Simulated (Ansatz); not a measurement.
BN in Ansatz: the effect of functional

Crystal: BN.

```
CELL_PARAMETERS angstrom
2.45684 0.00000 0.00000
-1.22126 2.13181 0.00000
-0.61779 -1.06590 2.96084
ATOMIC_POSITIONS crystal
N 0.66851 0.33238 0.98500
B 0.97964 0.98350 0.00181
```

The cell comes from a database or a generator and needn't be the stable form of this composition.

The cell isn't the ideal one: volume scaled by 0.94.

Alike in all runs:

- Program: Ansatz 0.2.0
- Task: single point
- Potentials or basis: Ansatz PAW
- k mesh: 13 × 13 × 9
- Occupations: fermi-dirac, width 0.05 eV
- Spin: no spin polarisation

Q: One run gave: gap on the mesh 3.26 eV; pressure 19.7 GPa; largest force 3.15 eV/Å. Which functional did it use?
A. LDA
B. PBEsol
C. r2SCAN

A: C.

```csv
functional,cutoff,gap on the mesh (eV),pressure (GPa),largest force (eV/Å)
LDA,420 eV (not typed: the program's choice for these potentials),2.61,14.1,3.10
PBEsol,420 eV (not typed: the program's choice for these potentials),2.67,20.2,3.14
r2SCAN,500 eV (not typed: the program's choice for these potentials),3.26,19.7,3.15
```

Caveats: odd divisions of the mesh miss points on the zone boundary, where band edges often lie, so the gap on the mesh can be too wide; the PAW data sets come from PBE, with cores solved anew for the run's functional, which leaves a small shift of forces and pressure; forces of over 1 eV/Å show positions far from the minimum, so gaps and moduli don't describe the material at rest.

A k mesh can miss the band edges.

Runs at the PBE level aren't shown here.
